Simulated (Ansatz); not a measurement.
# AlAs (F-43m): thermal expansion from first principles, part 3 of 3

Aim: the lattice, expansion, heat capacity and bulk modulus of AlAs as it warms.

What experiment has found for this phase:
- heat capacity C_P per formula unit 45.8 J/mol/K and bulk modulus 77 GPa near room temperature (given in “High-Throughput Prediction of Finite-Temperature Properties using the Quasi-Harmonic Approximation”, 2016, arXiv:1603.06924)

Ansatz 0.2.0; DFT LDA, scalar-relativistic, plane waves, PAW.

So far, isothermal bulk modulus at 298 K (GPa): step 5 (the quasi-harmonic study, cutoff 487.2 eV, k-mesh 8×8×8) 72.5; step 6 (k-mesh 4×4×4, q-mesh 4×4×4) 73.0. Also principal linear expansion coefficients at 298 K (× 1e-6/K): step 5 2.85; step 6 4.26. The relaxed cell has a = 5.629 Å (conventional setting).

## 7. Relaxing at another setting

The functional, the potentials or the cutoff change, so the crystal is relaxed again at the new setting.

Contents of input.yaml:

```yaml
crystal:
  lattice:
    - [0.0, 2.8145445165, 2.8145445165]
    - [2.8145445165, 0.0, 2.8145445165]
    - [2.8145445165, 2.8145445165, 0.0]
  atoms:
    - { symbol: Al, position: [0.0, 0.0, 0.0] }
    - { symbol: As, position: [0.25, 0.25, 0.25] }
kpoints:
  mp_grid: { grid: [8, 8, 8] }
hamiltonian:
  xc: lda
scf:
  occupations: { method: fixed }
  lower_state_search: "off"
output:
  forces: true
  stress: true
  eigenvalues: true
basis:
  ecutwfc: 320.0
relax:
  adjacent_minimum: "off"
  f_tol: 0.001
  max_steps: 60
  cell: { stress_tol: 0.01 }
```

Command:

```console
$ ansatz run input.yaml --threads 4 --pin off --max-ram 16384MiB --backend cpu --events-out ev --progress --plain --runs-dir out
```

Numbers of over 12 decimals in the logs are rounded to 6 here.

Log:

```text
Warning: basis.ecutwfc = 320 eV is below the records' recommended 420 eV, and the density's cutoff is lower with it unless basis.ecutrho_ratio is high enough to keep the records' density cutoff: compare with a run at a higher cutoff
[...]
Crystal: 2 atoms, lattice volume = 44.592 Å³
Basis set: ecut = 320 eV, 561 PW (Γ)
[...]
k-point 28: bands = [... 5 lower, -3.6690, 1.1662, 3.0529, 3.4221, 10.5627, 11.9586, 11.9906, 12.3157]
--- Relaxed structure (2 steps of the walk, 2 accepted, 1 SCFs on fresh bases) ---
[...]
cell:  # Å, volume = 44.6132 Å³
    - [0, 2.814997, 2.814997]
    - [2.814997, 0, 2.814997]
    - [2.814997, 2.814997, 0]
  atoms:
    - { symbol: Al, position: [0, 0, 0] }
    - { symbol: As, position: [0.25, 0.25, 0.25] }
[key lines of the parts left out:]
SCF converged after 5 iterations
Free energy (F): -5287.443267 eV
Fermi energy:    6.306651 eV
P = ⅓ Tr σ = 0.0065 GPa (0.065 kbar)
```

Wall time 1.3 s (4 threads of Arm Neoverse V1, shared host); peak memory 0.3 GiB.

Little changed from the start: no atom moved by 0.005 Å and no cell edge by 0.1 %.

This step gave:

```yaml
pressure: 0.006497 GPa
gap_on_the_k_mesh: 1.324 eV
volume_per_atom: 22.31 Å³/atom
```

The residual pressure is 0.0065 GPa, small enough for phonons.

## 8. Phonons on strained cells, cutoff 320 eV, q-mesh 4×4×4

The study relaxes the crystal at several strains, solves the phonons on some of them and minimises the free energy at each temperature (static energy, vibrations, the electrons in a metal, and PV under a set pressure); the q-mesh sets how far the force constants reach.

input.yaml, the sections that differ from step 7:

```yaml
crystal:
  lattice:
    - [0.0, 2.8149969119, 2.8149969119]
    - [2.8149969119, 0.0, 2.8149969119]
    - [2.8149969119, 2.8149969119, 0.0]
  atoms:
    - { symbol: Al, position: [0.0, 0.0, 0.0] }
    - { symbol: As, position: [0.25, 0.25, 0.25] }
output:
  eigenvalues: true
phonons:
  method: dfpt
  qmesh: [4, 4, 4]
  temperatures: { t_max: 800.0, t_step: 50 }
  thermal_expansion: {}
# kpoints, hamiltonian, scf, basis: as in step 7
# relax: removed
```

Log:

```text
[...]
Warning: basis.ecutrho_ratio = 4 (ecutrho = 1280 eV) is below the records' recommended 1680 eV
[...]
Crystal: 2 atoms, lattice volume = 44.613 Å³
Basis set: ecut = 320 eV, 561 PW (Γ), exchange–correlation on 48×48×48 points (8 copies of the dense FFT grid, shifted against one another)
[...]
800.00    4.00010    4.00010    4.00010    45.2583 |    5.86    5.86    5.86   17.59 |   15.94 |    49.456    49.000 |    67.59    68.22
[...]
vibrations' free energy: its fit passes through its cells
  the electrons' free energy at temperature is not in it: every band gap is over 0.83 eV
  free energies summed between the sampled wave vectors
[...]
band gaps on the cells' k-points are 1.272 to 1.382 eV
[key lines of the parts left out:]
SCF converged after 8 iterations
Free energy (F): -5287.443268 eV
Fermi energy:    6.306651 eV
P = ⅓ Tr σ = 0.0065 GPa (0.065 kbar)
```

Run time: 4.3 min. Hardware: 4 threads; peak memory 1 GiB.

Strained cells of the study; zero-point energy where phonons were solved; the pressures are stresses at a fixed cutoff and can carry an offset from the finite basis. Expansion cells, by row:

```tsv
cell	|a| (Å)	|b| (Å)	|c| (Å)	V (Å³/atom)	E - E_lowest (meV/atom)	pressure, compression positive (GPa)	gap (eV)	zero-point energy (meV/atom)
1	3.981	3.981	3.981	22.31	0	-1.369	1.324	-
2	4.013	4.013	4.013	22.85	3.328	-3.063	1.369	-
3	3.949	3.949	3.949	21.78	3.583	0.458	1.282	-
4	3.982	3.982	3.982	22.32	0.099	-1.412	1.325	43.8
5	4.002	4.002	4.002	22.65	1.332	-2.478	1.355	43.1
6	3.991	3.991	3.991	22.47	0.593	-1.928	1.336	43.47
7	4.01	4.01	4.01	22.79	2.636	-2.893	1.365	42.83
8	3.942	3.942	3.942	21.66	4.906	0.927	1.272	-
9	3.962	3.962	3.962	21.99	1.643	-0.298	1.298	-
10	4.024	4.024	4.024	23.03	5.334	-3.573	1.382	-
```

Changing the k-mesh (4×4×4 → 8×8×8) and the cutoff (487.2 → 320 eV) takes the volume expansion at 298 K from 12.8 to 12.9 × 10⁻⁶/K and B_T from 73.0 to 72.0 GPa.

## 9. Phonons on strained cells, cutoff 487.2 eV, k-mesh 8×8×8

The study relaxes the crystal at several strains, solves the phonons on some of them and minimises the free energy at each temperature (static energy, vibrations, the electrons in a metal, and PV under a set pressure); the q-mesh sets how far the force constants reach.

input.yaml, the sections that differ from step 8:

```yaml
crystal:
  lattice:
    - [0.0, 2.8145445165, 2.8145445165]
    - [2.8145445165, 0.0, 2.8145445165]
    - [2.8145445165, 2.8145445165, 0.0]
  atoms:
    - { symbol: Al, position: [0.0, 0.0, 0.0] }
    - { symbol: As, position: [0.25, 0.25, 0.25] }
phonons:
  method: fd
  qmesh: [4, 4, 4]
  temperatures: { t_max: 800.0, t_step: 50 }
  thermal_expansion: {}
# kpoints, hamiltonian, scf, output: as in step 8
# basis: removed
```

Log:

```text
[...]
Crystal: 2 atoms, lattice volume = 44.592 Å³
Basis set: ecut = 487.2 eV, 1067 PW (Γ)
Bands: 13, of which v1, the nominal top of the filled ones, is band 9 counted from 1 (8 counted from 0)
Symmetry: 24 space group operations
[...]
k-points: 29 of 512 (time reversal used)
[...]
800.00    3.99806    3.99806    3.99806    45.1890 |    5.57    5.57    5.57   16.70 |   15.12 |    49.406    48.991 |    68.36    68.93
[...]
vibrations' free energy: its fit passes through its cells
  the electrons' free energy at temperature is not in it: every band gap is over 0.83 eV
  free energies summed between the sampled wave vectors
[...]
band gaps on the cells' k-points are 1.272 to 1.375 eV
[key lines of the parts left out:]
SCF converged after 8 iterations
Free energy (F): -5287.490877 eV
Fermi energy:    6.306049 eV
P = ⅓ Tr σ = -0.0007 GPa (-0.007 kbar)
```

Run time: 17 min. Hardware: 4 threads; peak memory 1 GiB; 68 min of CPU time.

Strained cells of the study; zero-point energy where phonons were solved; the pressures are stresses at a fixed cutoff and can carry an offset from the finite basis. Expansion cells, by row:

```tsv
cell	|a| (Å)	|b| (Å)	|c| (Å)	V (Å³/atom)	E - E_lowest (meV/atom)	pressure, compression positive (GPa)	gap (eV)	zero-point energy (meV/atom)
1	3.98	3.98	3.98	22.3	0	-0.008	1.323	-
2	4.012	4.012	4.012	22.84	2.954	-1.724	1.362	-
3	3.949	3.949	3.949	21.77	3.057	1.892	1.282	-
4	3.981	3.981	3.981	22.3	0	-0.023	1.324	43.96
5	4.001	4.001	4.001	22.64	1.197	-1.117	1.348	43.28
6	3.99	3.99	3.99	22.46	0.27	-0.543	1.335	43.64
7	4.009	4.009	4.009	22.77	2.317	-1.536	1.358	43.01
8	3.941	3.941	3.941	21.64	4.747	2.384	1.272	-
9	3.961	3.961	3.961	21.97	1.157	1.143	1.298	-
10	4.023	4.023	4.023	23.01	5.137	-2.241	1.375	-
```

Changing the cutoff (320 → 487.2 eV) and the phonon method (dfpt → fd) takes the volume expansion at 298 K from 12.9 to 12.2 × 10⁻⁶/K and B_T from 72.0 to 72.7 GPa.

## 10. Comparing the runs

Times are for 4 threads of Arm Neoverse V1, shared host. Results by setting:

```tsv
no.	functional	cutoff (eV)	k-mesh	q-mesh	method	pressure (GPa)	volume expansion coefficient at 298 K (1e-6/K)	C_P at 298 K (J/mol-atom/K)	isothermal bulk modulus at 298 K (GPa)	time	memory (GiB)
1	lda	487.2	8×8×8	2×2×2	dfpt	0	8.559	21.94	72.51	96 s	0.73
2	lda	487.2	4×4×4	4×4×4	dfpt	0	12.77	22.05	72.96	95 s	0.55
3	lda	320	8×8×8	4×4×4	dfpt	0	12.89	22.06	72.04	4.3 min	1.0
4	lda	487.2	8×8×8	4×4×4	fd	0	12.19	22.04	72.75	17 min	1.0
```

The runs together, line volume. The expansion coefficient, volume by temperature; values in 1e-6/K:

```tsv
temperature (K)	lda, 487.2, 8×8×8, 2×2×2, dfpt, 0	lda, 487.2, 4×4×4, 4×4×4, dfpt, 0	lda, 320, 8×8×8, 4×4×4, dfpt, 0	lda, 487.2, 8×8×8, 4×4×4, fd, 0
0	0	0	0	0
50	-4.77	-2.06	-2.33	-2.43
100	-2.58	1.15	0.88	0.55
150	1.87	5.93	5.8	5.3
200	5.11	9.27	9.26	8.66
250	7.21	11.4	11.5	10.8
298	8.56	12.8	12.9	12.2
300	8.6	12.8	12.9	12.2
350	9.57	13.8	13.9	13.2
400	10.3	14.5	14.7	13.9
450	10.8	15.1	15.3	14.5
500	11.3	15.5	15.8	14.9
550	11.6	15.9	16.1	15.3
600	12.0	16.2	16.5	15.7
650	12.2	16.5	16.8	15.9
700	12.5	16.8	17.1	16.2
750	12.7	17.0	17.3	16.5
800	13.0	17.3	17.6	16.7
```

The runs together, line C_P. The heat capacity, C_P by temperature; values in J/mol-atom/K:

```tsv
temperature (K)	lda, 487.2, 8×8×8, 2×2×2, dfpt, 0	lda, 487.2, 4×4×4, 4×4×4, dfpt, 0	lda, 320, 8×8×8, 4×4×4, dfpt, 0	lda, 487.2, 8×8×8, 4×4×4, fd, 0
0	0	0	0	0
50	5.64	5.29	5.38	5.36
100	11.6	11.7	11.7	11.7
150	16.2	16.3	16.4	16.3
200	19.1	19.2	19.3	19.2
250	20.9	21.0	21.0	21.0
298	21.9	22.1	22.1	22.0
300	22.0	22.1	22.1	22.1
350	22.7	22.8	22.8	22.8
400	23.2	23.3	23.3	23.3
450	23.6	23.7	23.7	23.7
500	23.8	23.9	23.9	23.9
550	24.0	24.1	24.2	24.1
600	24.2	24.3	24.3	24.3
650	24.3	24.4	24.4	24.4
700	24.4	24.5	24.6	24.5
750	24.5	24.6	24.6	24.6
800	24.6	24.7	24.7	24.7
```

## 11. Outcome

| Item | Value |
| --- | --- |
| settings of these figures | LDA, 487.2 eV, k 8×8×8, q 4×4×4 |
| volume expansion coefficient at 298 K | 12.19 1e-6/K |
| C_P at 298 K | 22.04 J/mol-atom/K |
| entropy at 298 K | 27.43 J/mol-atom/K |
| isothermal bulk modulus at 298 K | 72.75 GPa |
| Grüneisen parameter at 298 K | 0.5443 |
| volume at 298 K | 22.42 Å³/atom |
| principal linear expansion coefficients at 298 K | 4.062, 4.062, 4.062 1e-6/K |

**Reading.** Near room temperature AlAs expands by 12.2 × 10⁻⁶/K in volume by LDA, with C_P = 22.0 J/(mol K) per mole of atoms and B_T = 72.7 GPa. At low temperature the volume shrinks on warming, because modes with negative Grüneisen parameters outweigh the rest; the coefficient turns positive near 90 K. C_P at room temperature is 88 % of the classical 3R an atom, so the stiffest modes are still partly frozen out. A measured bulk modulus near room temperature is 77 GPa (arXiv:1603.06924); the calculated 72.7 GPa differs by -6 %. The table does not say whether its value is isothermal or adiabatic. A measured heat capacity per formula unit near room temperature is 45.8 J/mol/K (arXiv:1603.06924); the calculated 44.1 J/mol/K differs by -4 %. The expansion still moved strongly between the settings tried, so its convergence is not shown. Changing the q-mesh, k-mesh, cutoff and phonon method moves the volume expansion at 298 K between 8.56 and 12.9 × 10⁻⁶/K, while the CPU time spans a factor of 12. The interpolation has no quadrupole term, so branches near the zone centre are less sure, since this crystal has sites that are not centres of inversion. The PAW files were made for PBE and are used here under another functional, for which the program regenerates the frozen cores.

[Logs are printed without paths, hosts, clocks, repeated set-up lines and the standing remarks that a program may print on its own settings, such as how far it seeks lower states.]

[Hosts, paths, dates, database ids (printed as entryN), source tags and the programs' standing remarks are cut or masked in the printed files.]

[A step with changed settings may run another functional than the one named; its input shows which.]
